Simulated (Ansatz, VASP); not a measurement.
## One calculation of ZnSe, two programs

Contents of INCAR:

```
SYSTEM = ZnSe
PREC = Accurate
ENCUT = 520
EDIFF = 1E-6
ISMEAR = 0
SIGMA = 0.05
LREAL = .FALSE.
LASPH = .TRUE.
NELM = 60
ALGO = Normal
ISIF = 2
LWAVE = .FALSE.
LCHARG = .FALSE.
GGA = PE
NBANDS = 16
```

The input KPOINTS:

```
Automatic mesh
0
G
  8 8 8
  0 0 0
```

The input POSCAR:

```
ZnSe
1.0
    0.0000000000      2.6366465291      2.7512833347
    2.6366465291      0.0000000000      2.7512833347
    2.6366465291      2.6366465291      0.0000000000
Zn Se
1 1
Direct
    0.0000000000      0.0000000000      0.0000000000
    0.7500000000      0.7500000000      0.7500000000
```

Input for Ansatz:

```yaml
crystal:
  lattice:
    - [0.0, 2.6366465291, 2.7512833347]
    - [2.6366465291, 0.0, 2.7512833347]
    - [2.6366465291, 2.6366465291, 0.0]
  atoms:
    - { symbol: Zn, position: [0.0, 0.0, 0.0] }
    - { symbol: Se, position: [0.75, 0.75, 0.75] }
basis:
  ecutwfc: 420
kpoints:
  mp_grid: { grid: [8, 8, 8] }
hamiltonian:
  xc: pbe
scf:
  occupations: { method: gaussian, width: 0.05 }
output:
  forces: true
  stress: true
  eigenvalues: true
```

Change from the starting cell: strain -0.080 along x and y, -0.040 along z, atoms carried along.

Alike in both runs: task single point; functional PBE; k mesh 8 × 8 × 8; occupations gaussian, width 0.05 eV; no spin polarisation.

|  | VASP | Ansatz |
| --- | --- | --- |
| version | VASP 6.6.1 | Ansatz 0.2.0 |
| potentials or method | VASP PAW PBE potentials, release 64 (Zn, Se) | scalar-relativistic, plane waves, PAW |
| plane-wave cutoff (eV) | 520 | 420 |
| valence electrons in the cell | 18 | 28 |

|  | VASP | Ansatz | Ansatz less VASP |
| --- | --- | --- | --- |
| gap on the k mesh at the Fermi level (eV) | 1.97 | 1.96 | -0.013 |
| least direct gap on the mesh (eV) | 1.97 | 1.96 | -0.013 |
| pressure (GPa) | 19.3 | 18.8 | -0.48 |
| largest component of the traceless stress (GPa) | 0.78 | 0.79 | +0.014 |

With one functional, cell and mesh, what is left measures potentials, basis and numerics. The two sets of potentials don't hold the same shells in valence.

Caveats: so large a pressure means that the cell lies far from this level's equilibrium, or that cutoff or potentials fall short (VASP). A k mesh can miss the band edges.
